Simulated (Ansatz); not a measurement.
SnGe2: computed properties

Theory: Ansatz 0.2.0, DFT PBE, scalar-relativistic, plane waves, PAW.

Settings: cutoff 420 eV, Γ-centred mesh 10×10×10 on the computed 6-atom cell, Gaussian smearing of 0.10 eV; no spin polarisation.

The structure is relaxed at this level of theory with its symmetry kept, and needn't be the ground state of this composition.

Space group I-4m2 (No. 119), tetragonal, a = 5.443 Å, c = 9.063 Å. Around Sn lie 5 Ge at 2.81–2.95 Å, 1 Sn at 3.17 Å and 4 Ge at 3.49–3.59 Å; Ge on a site of symmetry -4m2 is surrounded by 4 Ge at 2.79 Å and 2 Sn at 2.95 Å; Ge on a site of symmetry 2mm has 3 Ge at 2.79–2.87 Å, 2 Sn at 2.89 Å, 1 Ge at 3.33 Å and 4 Sn at 3.49–3.59 Å; Ge on a second site of symmetry -4m2 is surrounded by 4 Sn at 2.81 Å and 2 Ge at 2.87 Å.

| Quantity | Value |
| --- | --- |
| Volume per atom | 22.37 Å³ |
| Formation energy from the elements' standard states (uncorrected) | +0.196 eV/atom |
| Kohn–Sham band gap | none (metal) |
| Density of states at the Fermi level | 2.7 states/eV per cell |
| Orbital (Löwdin) character within 0.5 eV of the Fermi level | Ge 4p 60 %, Sn 5p 24 %, Ge 4s 9 % |
| Bader charge by site (e) | Sn (2 in the cell) 0.27, Ge (1 in the cell) -0.08, Ge (2 in the cell) -0.12, Ge (1 in the cell) -0.22 |

Another cell of SnGe2 relaxed alike, in P-3m1, lies 157 meV/atom lower, so this cell isn't the stable form at this level.

The cell was found from a structure generator's guess, not taken from experiment. Löwdin shares on free-atom orbitals overweight diffuse shells.
